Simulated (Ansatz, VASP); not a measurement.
Two plane-wave programs on HfO2

INCAR

```
SYSTEM = HfO2
ALGO = Normal
EDIFF = 1E-7
ENCUT = 520
GGA = PE
ISIF = 2
ISMEAR = 0
LASPH = .TRUE.
LCHARG = .FALSE.
LREAL = .FALSE.
LWAVE = .FALSE.
NBANDS = 18
NELM = 80
PREC = Accurate
SIGMA = 0.05
```

File KPOINTS:

```
k-points
0
G
  8 8 8
  0 0 0
```

Contents of POSCAR:

```
HfO2
1.0
    0.0000000000      2.5575000000      2.3529000000
    2.5575000000      0.0000000000      2.3529000000
    2.5575000000      2.5575000000      0.0000000000
Hf O
1 2
Direct
    0.0000000000      0.0000000000      0.0000000000
    0.2500000000      0.2500000000      0.2500000000
    0.7500000000      0.7500000000      0.7500000000
```

Input for Ansatz:

```yaml
crystal:
  lattice:
    - [0.0, 2.5575, 2.3529]
    - [2.5575, 0.0, 2.3529]
    - [2.5575, 2.5575, 0.0]
  atoms:
    - { symbol: Hf, position: [0.0, 0.0, 0.0] }
    - { symbol: O, position: [0.25, 0.25, 0.25] }
    - { symbol: O, position: [0.75, 0.75, 0.75] }
basis:
  ecutwfc: 420
kpoints:
  mp_grid: { grid: [8, 8, 8] }
hamiltonian:
  xc: pbe
scf:
  occupations: { method: gaussian, width: 0.05 }
output:
  forces: true
  stress: true
  eigenvalues: true
```

Change from the starting cell: strain +0.000 along x and y, -0.080 along z, atoms carried along.

Alike in both runs: task single point; functional PBE; k mesh 8 × 8 × 8; occupations gaussian, width 0.05 eV; no spin polarisation.

```csv
,VASP,Ansatz
version,VASP 6.6.1,Ansatz 0.2.0
potentials or method,"VASP PAW PBE potentials, release 64 (Hf_pv, O)","scalar-relativistic, plane waves, PAW"
plane-wave cutoff (eV),520,420
valence electrons in the cell,22,38
```

```csv
,VASP,Ansatz,Ansatz less VASP
gap on the k mesh at the Fermi level (eV),2.78,2.78,+0.002
least direct gap on the mesh (eV),3.14,3.13,-0.012
pressure (GPa),17.0,21.3,+4.28
largest component of the traceless stress (GPa),28.12,27.58,-0.539
```

The two sets of potentials don't hold the same shells in valence.

Caveats: so large a pressure means that the cell lies far from this level's equilibrium, or that cutoff or potentials fall short (VASP); spin-orbit coupling is left out, which moves the levels of the heavy elements. A k mesh can miss the band edges.
